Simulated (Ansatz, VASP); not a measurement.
# One calculation of Ag, two programs

```
Ag
1.0
     0.00000    2.02735    2.02735
     2.02735    0.00000    2.02735
     2.02735    2.02735    0.00000
Ag
1
Direct
  0.00000 0.00000 0.00000
```

Alike in both runs: functional PBEsol; k mesh 18 × 18 × 18; occupations gaussian, width 0.1 eV; no spin polarisation.

Ansatz relaxed the structure, and its values are those at the end. VASP's run is a single point on that final structure, the one shown.

```csv
,VASP,Ansatz
version,VASP 6.6.1,Ansatz 0.2.0
potentials or method,"VASP PAW PBE potentials, release 64 (Ag)","scalar-relativistic, plane waves, PAW"
plane-wave cutoff (eV),520,420
valence electrons in the cell,11,19
```

|  | VASP | Ansatz | Ansatz less VASP |
| --- | --- | --- | --- |
| gap on the k mesh at the Fermi level (eV) | none | none | - |
| pressure (GPa) | -0.1 | 0.0 | +0.12 |

A gap of «none» marks a metal or a gap that the smearing closes. The two sets of potentials don't hold the same shells in valence.

Caveats: the PAW data sets were made with another functional, which shifts forces and pressure a little (VASP).
